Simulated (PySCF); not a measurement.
## Dipole moment and polarisability across levels of theory

Compound: gamma-butyrolactone, C4H6O2.
Bonds: O1–C2 (double), C2–C3, C3–C4, C4–C5, C5–O6, C2–O6. Hydrogens: H7, H8 on C3; H9, H10 on C4; H11, H12 on C5.

PySCF, dipoles from the SCF density, polarisabilities from static response with core orbitals frozen. Geometry: PBE0-D3(BJ)/def2-SVP, one conformer, isolated molecule.

Question: How do dipole and polarisability depend on functional and basis here?

Answer: 

```
              level  μ (D)  α (au)  anisotropy (au)
      LDA/def2-SVPD  4.678   54.60            18.23
      PBE/def2-SVPD  4.554   54.19            18.31
    B3LYP/def2-SVPD  4.749   52.44            17.22
     PBE0/def2-SVPD  4.733   51.86            17.04
BHandHLYP/def2-SVPD  4.951   50.30            16.05
CAM-B3LYP/def2-SVPD  4.854   51.67            16.68
  wB97X-D/def2-SVPD  4.810   51.58            16.65
  LC-wPBE/def2-SVPD  4.833   50.57            16.40
       HF/def2-SVPD  5.203   48.16            14.66
        PBE0/6-31G*  4.438   43.49            15.73
      PBE0/def2-SVP  4.459   44.00            15.24
   PBE0/aug-cc-pVDZ  4.657   52.78            17.70
     PBE0/def2-TZVP  4.596   50.10            16.79
```

The anisotropy is √(½[(α1 − α2)² + (α2 − α3)² + (α3 − α1)²]). The dipole runs from 4.44 D (PBE0/6-31G*) to 5.20 D (HF/def2-SVPD). No reference polarisability is at hand; against PBE0 in the largest diffuse basis at hand (aug-cc-pVDZ) the other PBE0 rows deviate by 6-31G* -18%, def2-SVP -17%, def2-SVPD -2%, def2-TZVP -5%. In one basis (def2-SVPD) the functionals order the polarisability from HF (lowest) to LDA (highest), a spread of 13%. With PBE0 the polarisability is 45.87 au without diffuse functions (mean of 6-31G*, def2-SVP and def2-TZVP) and 52.32 au with them (mean of def2-SVPD and aug-cc-pVDZ).
